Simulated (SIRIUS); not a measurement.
# Mo in SIRIUS: the effect of dispersion

Crystal: Mo.

```
Mo
1.0
    -1.58381    1.58381    1.58381
     1.58381   -1.58381    1.58381
     1.58381    1.58381   -1.58381
Mo
1
Direct
  0.00000 0.00000 0.00000
```

Alike in all runs:

| Quantity | Value |
| --- | --- |
| Program | SIRIUS 7.12.0 |
| Task | equation of state |
| Functional | PBE |
| Potentials or basis | all-electron FP-LAPW |
| Cutoff | 169 eV |
| Basis | apw+lo standard |
| k mesh | 12 × 12 × 12 |
| Occupations | fermi-dirac, width 0.05 eV |
| Spin | no spin polarisation |

| dispersion | V0 of scaled cells (Å³/atom) | B0 (GPa) |
| --- | --- | --- |
| none | 15.77 | 261 |
| D3 | 15.35 | 279 |
| D3(BJ) | 15.32 | 278 |
| D4 | ? | ? |

Task: What does the run with dispersion D4 give?

Result: V0 of scaled cells 15.42 Å³/atom; B0 275 GPa.
